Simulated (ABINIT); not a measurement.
Si2W:

```
W Si
1.0
     4.61685    0.00000    0.00000
    -2.30843    3.99831    0.00000
     0.00000    0.00000    6.65322
W Si
3 6
Direct
  0.50000 0.00000 0.50000
  0.50000 0.50000 0.83333
  0.00000 0.50000 0.16667
  0.32725 0.16363 0.16667
  0.83637 0.16363 0.83333
  0.16363 0.32725 0.50000
  0.67275 0.83637 0.16667
  0.16363 0.83637 0.83333
  0.83637 0.67275 0.50000
```

Measurements of this composition are mostly on another form, of space group No. 139.

| Property | Result |
| --- | --- |
| Program | ABINIT 10.8.3 (patched build) |
| Task | relaxation of cell and atoms |
| Functional | LDA |
| Potentials or basis | JTH PAW LDA v2.0 |
| Cutoff | 435 eV |
| k mesh | 6 × 6 × 3 |
| Occupations | fermi-dirac, width 0.05 eV |
| Spin | no spin polarisation |

At the start: pressure -9.2 GPa; volume 13.65 Å³/atom.

Problem. How do energy, volume and symmetry change on relaxing?

Solution. Over 9 steps the energy falls by 16.4 meV/atom and the volume is 13.09 Å³/atom (-4.1 %); space group P6_222 (No. 180, to 0.05 Å).

Step by step:
| step | energy change (eV) | largest force (eV/Å) | pressure (GPa) | volume (Å³) |
| --- | --- | --- | --- | --- |
| 1 | 0.0000 | 0.0633 | -9.17 | 122.82 |
| 2 | -0.1324 | 0.0347 | -3.09 | 119.40 |
| 3 | -0.1478 | 0.0169 | 0.16 | 117.76 |
| 4 | -0.1479 | 0.0152 | 0.01 | 117.83 |
| 5 | -0.1480 | 0.0100 | -0.06 | 117.86 |
| 6 | -0.1480 | 0.0058 | -0.03 | 117.84 |
| 7 | -0.1480 | 0.0037 | 0.00 | 117.83 |
| 8 | -0.1480 | 0.0021 | 0.01 | 117.82 |
| 9 | -0.1480 | 0.0005 | 0.01 | 117.82 |

Final structure:
```yaml
crystal:
  lattice:
    - [4.55086, 0.00000, 0.00000]
    - [-2.27543, 3.94116, 0.00000]
    - [0.00000, 0.00000, 6.56927]
  atoms:
    - { symbol: W, position: [0.50000, 0.00000, 0.50000] }
    - { symbol: W, position: [0.50000, 0.50000, 0.83333] }
    - { symbol: W, position: [0.00000, 0.50000, 0.16667] }
    - { symbol: Si, position: [0.32782, 0.16391, 0.16667] }
    - { symbol: Si, position: [0.83609, 0.16391, 0.83333] }
    - { symbol: Si, position: [0.16391, 0.32782, 0.50000] }
    - { symbol: Si, position: [0.67218, 0.83609, 0.16667] }
    - { symbol: Si, position: [0.16391, 0.83609, 0.83333] }
    - { symbol: Si, position: [0.83609, 0.67218, 0.50000] }
```
